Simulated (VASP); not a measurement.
# TePb (e600) (Fm-3m) in VASP: notebook

Runs on TePb (e600). Level: PBE. Tasks: single point, relaxation of cell and atoms.

All numbers are computed with VASP 6.6.1; they aren't measurements. Logs are shortened: lines on timing, memory, paths and dates and some standing lists are left out, and cuts for length are marked.

**Experimental background.**

A printed reference work, monograph reports, for a bulk crystal of TePb at 4.2 K: band gap 0.19 eV (direct).

The runs below are set against these values where they give the same quantity.

## Step 1: The crystal as given

Symmetry: Fm-3m, No. 225, cubic system. The conventional cell has a = 6.569 Å, b = 6.569 Å, c = 6.569 Å, α = 90.00°, β = 90.00°, γ = 90.00°. Te (site symmetry m-3m) is surrounded by 6 Pb at 3.28 Å. Around Pb (site symmetry m-3m) lie 6 Te at 3.28 Å.

## Step 2: Single point, PBE

INCAR

```
SYSTEM = TePb
PREC = Accurate
ENCUT = 520
EDIFF = 1E-6
ISMEAR = 0
SIGMA = 0.02
LREAL = .FALSE.
LASPH = .TRUE.
NELM = 100
ALGO = Fast
ISIF = 2
LWAVE = .FALSE.
LCHARG = .FALSE.
GGA = PE
NBANDS = 17
```

KPOINTS

```
Automatic mesh
0
G
  8 8 8
  0 0 0
```

POSCAR

```
TePb
1.0
    0.0000000000      3.2847023136      3.2847023136
    3.2847023136      0.0000000000      3.2847023136
    3.2847023136      3.2847023136      0.0000000000
Te Pb
1 1
Direct
    0.5000000000      0.5000000000      0.5000000000
    0.0000000000      0.0000000000      0.0000000000
```

Potentials or basis: VASP PAW PBE potentials, release 64 (Te, Pb_d).

Started as:

```bash
$ cat potpaw_PBE.64/Te/POTCAR potpaw_PBE.64/Pb_d/POTCAR > POTCAR
$ mpirun -np 1 vasp_std > vasp.out
```

OUTCAR:

```text
SYSTEM = TePb
   PREC = Accurate
   ENCUT = 520
   EDIFF = 1E-6
   ISMEAR = 0
   LREAL = .FALSE.
   LASPH = .TRUE.
   NELM = 100
   ISIF = 2
   GGA = PE

 ion  position               nearest neighbor table
   1  0.500  0.500  0.500-   2 3.28   2 3.28   2 3.28   2 3.28   2 3.28   2 3.28
   2  0.000  0.000  0.000-   1 3.28   1 3.28   1 3.28   1 3.28   1 3.28   1 3.28

  LATTYP: Found a face centered cubic cell.
 ALAT       =     6.5694046272

  Lattice vectors:

 A1 = (   0.0000000000,   3.2847023136,   3.2847023136)
 A2 = (   3.2847023136,   0.0000000000,   3.2847023136)
 A3 = (   3.2847023136,   3.2847023136,   0.0000000000)

Analysis of symmetry for initial positions (statically):
=====================================================================
 Subroutine PRICEL returns:
 Original cell was already a primitive cell.

 Routine SETGRP: Setting up the symmetry group for a
 face centered cubic supercell.

 Subroutine GETGRP returns: Found 48 space group operations
 (whereof 48 operations were pure point group operations)
 out of a pool of 48 trial point group operations.

The static configuration has the point symmetry O_h .

Analysis of symmetry for dynamics (positions and initial velocities):
=====================================================================
 Subroutine PRICEL returns:
 Original cell was already a primitive cell.

 Routine SETGRP: Setting up the symmetry group for a
 face centered cubic supercell.

 Subroutine GETGRP returns: Found 48 space group operations
 (whereof 48 operations were pure point group operations)
 out of a pool of 48 trial point group operations.

The dynamic configuration has the point symmetry O_h .

 Subroutine INISYM returns: Found 48 space group operations
 (whereof 48 operations are pure point group operations),
 and found     1 'primitive' translations

----------------------------------------------------------------------------------------

                                     Primitive cell

  volume of cell :      70.8791

  direct lattice vectors                    reciprocal lattice vectors
     0.000000000  3.284702314  3.284702314    -0.152220796  0.152220796  0.152220796
     3.284702314  0.000000000  3.284702314     0.152220796 -0.152220796  0.152220796
     3.284702314  3.284702314  0.000000000     0.152220796  0.152220796 -0.152220796

  length of vectors
     4.645270560  4.645270560  4.645270560     0.263654152  0.263654152  0.263654152

  position of ions in fractional coordinates (direct lattice)
     0.500000000  0.500000000  0.500000000
     0.000000000  0.000000000  0.000000000

  ion indices of the primitive-cell ions
[... 73 lines left out ...]
   ENCUT  =  520.0 eV  38.22 Ry    6.18 a.u.   8.64  8.64  8.64*2*pi/ulx,y,z
   NELM   =    100;   NELMIN=  2; NELMDL= -5     # of ELM steps
   EDIFF  = 0.1E-05   stopping-criterion for ELM
   LREAL  =      F    real-space projection
   EDIFFG = 0.1E-04   stopping-criterion for IOM
   NSW    =      0    number of steps for IOM
   IBRION =     -1    ionic relax: 0-MD 1-quasi-New 2-CG
   NFREE  =      0    steps in history (QN), initial steepest desc. (CG)
   ISIF   =      2    stress and relaxation
   ISYM   =      2    0-nonsym 1-usesym 2-fastsym
   POTIM  = 0.5000    time-step for ionic-motion
   TEBEG  =    0.0;   TEEND  =   0.0 temperature during run
   PSTRESS=    0.0 pullay stress
   NELECT =      20.0000    total number of electrons
   NUPDOWN=      -1.0000    fix difference up-down
   EMIN   =  10.00;   EMAX   =-10.00  energy-range for DOS
   EFERMI =   0.00;   METHOD = LEGACY
   ISMEAR =     0;   SIGMA  =   0.02  broadening in eV -4-tet -1-fermi 0-gaus
   EFERMI_NEDOS =   21; number of points for ismear=-14 and -15
   IALGO  =     68    algorithm
   IMIX   =      4    mixing-type and parameters
     AMIX     =   0.40;   BMIX     =  1.00
     AMIX_MAG =   1.60;   BMIX_MAG =  1.00
  volume/ion in A,a.u.               =      35.44       239.16
  Fermi-wavevector in a.u.,A,eV,Ry     =   1.073772  2.029135 15.687336  1.152987
  Thomas-Fermi vector in A             =   2.209581
   LORBIT       =      0    0 simple, 1 ext, 2 COOP (PROOUT), +10 PAW based schemes
   GGA     = PE    functional components
   LHFCALC =     F    Hartree Fock is set to
   AEXX    =    0.0000 exact exchange contribution
   IVDW    =     0    specifies the selected vdW correction
   LEPSILON=     F    determine dielectric tensor
   LRPA    =     F    only Hartree local field effects (RPA)
 non-spin polarized calculation
 RMM-DIIS sequential band-by-band and
 Gauss-broadening in eV      SIGMA  =   0.02
  energy-cutoff  :      520.00
  volume of cell :       70.88
 maximum number of plane-waves:      1926
   NGX = 17   NGY = 17   NGZ = 17

 number of electron      19.9999999 magnetization

 Free energy of the ion-electron system (eV)
  ---------------------------------------------------
  ext. energy  EPLUGINS =         0.00000000
  ---------------------------------------------------
  free energy    TOTEN  =        -7.52298624 eV

  energy without entropy =       -7.52298624  energy(sigma->0) =       -7.52298624

 E-fermi :   5.1159     XC(G=0):  -9.0791

 val. band max:        4.9943391793   @ k =   0.5000   0.0000   0.0000
 cond. band min:       5.8267541362   @ k =   0.5000   0.0000   0.0000
 fundamental gap:      0.8324149570
 Fermi energy:         5.1158551471

 k-point     1 :       0.0000    0.0000    0.0000
  band No.  band energies     occupation
      1     -11.6480      2.00000
      2     -11.6480      2.00000
      3     -11.6423      2.00000
      4     -11.6423      2.00000
      5     -11.6423      2.00000
      6      -6.6192      2.00000
[... 457 lines left out ...]
      4     -11.6325      2.00000
      5     -11.6261      2.00000
      6      -5.1473      2.00000
[... 9 lines left out ...]
     16      14.7785      0.00000
     17      15.0563      0.00000

 [... further k-points ...]
[... 5 lines left out ...]
  --------------------------------------------------------------------------------------
  -------------------------------------------------------------------------------------
  Total       -0.0184087     -0.0184087     -0.0184087      0.0000000      0.0000000      0.0000000
  in kB       -0.4161165     -0.4161165     -0.4161165      0.0000000      0.0000000      0.0000000
  external PRESSURE =      -0.4161165 kB  Pullay stress =       0.0000000 kB

 VOLUME and BASIS-vectors are now :
 -----------------------------------------------------------------------------
  energy-cutoff  :      520.00
  volume of cell :       70.88
      direct lattice vectors                 reciprocal lattice vectors
     0.000000000  3.284702314  3.284702314    -0.152220796  0.152220796  0.152220796
     3.284702314  0.000000000  3.284702314     0.152220796 -0.152220796  0.152220796
     3.284702314  3.284702314  0.000000000     0.152220796  0.152220796 -0.152220796

 POSITION                                       TOTAL-FORCE (eV/Angst)
 -----------------------------------------------------------------------------------
      3.28470      3.28470      3.28470         0.000000      0.000000      0.000000
      0.00000      0.00000      0.00000        -0.000000      0.000000     -0.000000
 -----------------------------------------------------------------------------------
    total drift:                               -0.000000      0.000000      0.000000

  FREE ENERGIE OF THE ION-ELECTRON SYSTEM (eV)
  ---------------------------------------------------
  free  energy   TOTEN  =        -7.5229862420 eV

  energy  without entropy=       -7.5229862420  energy(sigma->0) =       -7.52298624
```

stdout:

```text
POSCAR found type information on POSCAR TePb
 POSCAR found :  2 types and       2 ions
 scaLAPACK will be used
 LDA part: xc-table for (Slater+PW92), standard interpolation
 POSCAR, INCAR and KPOINTS ok, starting setup
 FFT: planning ... GRIDC
 FFT: planning ... GRID_SOFT
 FFT: planning ... GRID
 WAVECAR not read
 entering main loop
```

Run time: 17 s. Hardware: 1 thread of Intel Xeon 6975P-C (Granite Rapids), shared host; peak memory 0.21 GiB.

What came out:

* Free energy: -7.5230 eV
* Pressure: 0.0 GPa
* Band gap on the k mesh: 0.83 eV, direct

Caveat: spin-orbit coupling is left out, which as a rule narrows the gap of such compounds by several tenths of an eV.

## Step 3: Relaxation of cell and atoms, PBE

This run uses another cell than the first one, of 33.73 Å³/atom, 0.952 times its volume.

INCAR

```
SYSTEM = TePb
PREC = Accurate
ENCUT = 600
EDIFF = 1E-6
ISMEAR = 0
SIGMA = 0.02
LREAL = .False.
LASPH = .True.
NELM = 100
ALGO = Normal
ISIF = 3
LWAVE = .False.
LCHARG = .False.
GGA = PE
IBRION = 2
NSW = 100
EDIFFG = -0.002
```

KPOINTS

```
regular mesh
0
Gamma
  8 8 8
  0 0 0
```

POSCAR

```
TePb
1.0
    0.0000000000      3.2310000000      3.2310000000
    3.2310000000      0.0000000000      3.2310000000
    3.2310000000      3.2310000000      0.0000000000
Te Pb
1 1
Direct
    0.5000000000      0.5000000000      0.5000000000
    0.0000000000      0.0000000000      0.0000000000
```

Potentials or basis: VASP PAW PBE potentials, release 64 (Te, Pb_d).

Started as:

```bash
$ cat potpaw_PBE.64/Te/POTCAR potpaw_PBE.64/Pb_d/POTCAR > POTCAR
$ mpirun -np 1 vasp_std > vasp.out
```

Wall time 39 s (1 thread of Intel Xeon 6975P-C (Granite Rapids), shared host); peak memory 0.26 GiB.

It converged, with:

| Quantity | Value |
| --- | --- |
| Free energy | -7.5227 eV |
| Relaxed volume | 35.42 Å³/atom |
| Relaxed cell | a = 4.644 Å, b = 4.644 Å, c = 4.644 Å, α = 60.00°, β = 60.00°, γ = 60.00° |
| Space group after relaxing (to 0.05 Å) | Fm-3m (No. 225) |
| Energy gained by relaxing | 10.7 meV/atom |
| Ionic steps | 3 |
| Pressure after relaxing | 0.0 GPa |
| Band gap on the k mesh | 0.83 eV, direct |

Step by step:
| step | energy change (eV) | largest force (eV/Å) | pressure (GPa) | volume (Å³) |
| --- | --- | --- | --- | --- |
| 1 | 0.0000 | 0.0000 | 2.10 | 67.46 |
| 2 | -0.0196 | 0.0000 | -0.55 | 71.87 |
| 3 | -0.0214 | 0.0000 | 0.00 | 70.84 |

Final structure:
```yaml
crystal:
  lattice:
    - [0.00000, 3.28409, 3.28409]
    - [3.28409, 0.00000, 3.28409]
    - [3.28409, 3.28409, 0.00000]
  atoms:
    - { symbol: Te, position: [0.50000, 0.50000, 0.50000] }
    - { symbol: Pb, position: [0.00000, 0.00000, 0.00000] }
```

Levels at points of the mesh, in eV from the valence-band top:
| k point | band 7 | band 8 | band 9 | band 10 | band 11 | band 12 | band 13 | band 14 |
| --- | --- | --- | --- | --- | --- | --- | --- | --- |
| (0.00, 0.00, 0.00) | -5.71 | -1.16 | -1.16 | -1.16 | 4.03 | 4.03 | 4.03 | 5.91 |
| (0.50, 0.00, 0.00) | -8.33 | -0.73 | -0.73 | 0.00 | 0.83 | 1.39 | 1.39 | 8.34 |
| (0.50, 0.50, 0.00) | -7.22 | -4.11 | -2.52 | -2.52 | 3.51 | 5.31 | 5.31 | 6.44 |

Caveat: spin-orbit coupling is left out, which as a rule narrows the gap of such compounds by several tenths of an eV. PBE usually gives volumes a little too large and moduli too small.

## Step 4: Single point, PBE

INCAR

```
SYSTEM = TePb
PREC = Accurate ; ENCUT = 520
EDIFF = 1E-6 ; ISMEAR = 0
SIGMA = 0.02 ; LREAL = .FALSE.
LASPH = .TRUE. ; NELM = 100
ALGO = Normal ; ISIF = 2
LWAVE = .FALSE. ; LCHARG = .FALSE.
GGA = PE ; NBANDS = 17
```

KPOINTS

```
regular mesh
0
G
  8 8 8
  0 0 0
```

POSCAR

```
TePb
1.0
    0.0000000000      3.2847023136      3.2847023136
    3.2847023136      0.0000000000      3.2847023136
    3.2847023136      3.2847023136      0.0000000000
Te Pb
1 1
Direct
    0.5000000000      0.5000000000      0.5000000000
    0.0000000000      0.0000000000      0.0000000000
```

Started as:

```bash
$ cat potpaw_PBE.64/Te/POTCAR potpaw_PBE.64/Pb_d/POTCAR > POTCAR
$ mpirun -np 1 vasp_std > vasp.out
```

It took 17 s on 1 thread of Intel Xeon 6975P-C (Granite Rapids), shared host; peak memory 0.21 GiB.

The run converged. Its results:

```yaml
Free_energy: -7.5230 eV
Pressure: -0.1 GPa
Band_gap_on_the_k_mesh: 0.83 eV, direct
```

Levels at points of the mesh, in eV from the valence-band top:
| k point | band 8 | band 9 | band 10 | band 11 | band 12 | band 13 |
| --- | --- | --- | --- | --- | --- | --- |
| (0.00, 0.00, 0.00) | -1.16 | -1.16 | -1.16 | 4.03 | 4.03 | 4.03 |
| (0.50, 0.00, 0.00) | -0.73 | -0.73 | 0.00 | 0.83 | 1.40 | 1.40 |
| (0.50, 0.50, 0.00) | -4.11 | -2.51 | -2.51 | 3.51 | 5.30 | 5.30 |

Caveat: spin-orbit coupling is left out, which as a rule narrows the gap of such compounds by several tenths of an eV.

## Step 5: Comparison with measurements

Step 2. Measured gap of TePb: 0.19 eV (direct; 4.2 K; a printed reference work, monograph). This calculation gives 0.83 eV (+0.64 eV). Spin-orbit coupling on Pb, Te is left out. The value is that of PBE on a finite k mesh, which can miss the band edges, without temperature or zero-point motion.

Step 4. Against the measured gap of TePb, 0.19 eV (direct; 4.2 K; a printed reference work, monograph), the calculated 0.83 eV is off by +0.64 eV. Spin-orbit coupling on Pb, Te is left out. The value is that of PBE on a finite k mesh, which can miss the band edges, without temperature or zero-point motion.
